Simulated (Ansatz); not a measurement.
**AlN in Ansatz: the effect of exact exchange**

The system is AlN.

```xyz
4
Lattice="3.3121 0.0000 0.0000 -1.6561 2.8684 0.0000 0.0000 0.0000 4.1876" Properties=species:S:1:pos:R:3 pbc="T T T"
Al    1.6561    0.9561    1.0469
Al    0.0000    1.9123    3.1407
N     1.6561    0.9561    3.1407
N     0.0000    1.9123    1.0469
```

Measurements of this composition are mostly on another form, of space group No. 186.

Alike in all runs:

| Quantity | Value |
| --- | --- |
| Program | Ansatz 0.2.0 |
| Task | single point |
| Functional | HSE06 form with a typed share of exact exchange |
| Potentials or basis | Ansatz PAW |
| Cutoff | 420 eV (not typed: the program's choice for these potentials) |
| k mesh | 5 × 5 × 4 |
| Occupations | fermi-dirac, width 0.05 eV |
| Spin | no spin polarisation |

Q: One run gave: gap on the mesh 4.81 eV; pressure -6.9 GPa. Which exact exchange did it use?
A. 0.1
B. 0.3
C. 0.15
D. 0.2
E. 0.5

A: B.

```tsv
exact exchange	gap on the mesh (eV)	pressure (GPa)
0.05	3.51	-1.0
0.1	3.76	-2.2
0.15	4.02	-3.4
0.2	4.28	-4.6
0.25	4.54	-5.8
0.3	4.81	-6.9
0.4	5.35	-9.2
0.5	5.91	-11.4
```

Caveats: all runs use coarse meshes; odd divisions of the mesh miss points on the zone boundary, where band edges often lie, so the gap on the mesh can be too wide; the PAW data sets come from PBE, with cores solved anew for the run's functional, which leaves a small shift of forces and pressure; the thresholds are loose for stress.

